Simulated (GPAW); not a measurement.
The system is CsBr.

```
Cs Br
1.0
     4.32562    0.00000    0.00000
     0.00000    4.32562    0.00000
     0.00000    0.00000    4.32562
Cs Br
1 1
Direct
  0.00000 0.00000 0.00000
  0.50000 0.50000 0.50000
```

The cell comes from a database or a generator and needn't be the stable form of this composition.

Program: GPAW 26.7.0. Alike in all runs: task band structure; no spin polarisation; cell as given; k mesh 6 × 6 × 6; cutoff (eV) 600; smearing fermi-dirac 0.05 eV.

Task: Order these runs on this cell by their band gap on the k mesh, lowest first.
A. level PBEsol; potentials or basis PAW data sets generated in the run's folder for this functional, pw
B. level r2SCAN; potentials or basis GPAW PAW data sets (gpaw-data 1.2.1), pw
C. level LDA; potentials or basis the program's PAW data sets (release 1.2.1) made for this functional, pw

Result: C (4.03 eV), A (4.23 eV), B (5.18 eV).

Caveats: spin-orbit coupling is left out, which moves the levels of the heavy elements.

Runs at the PBE level aren't shown here.
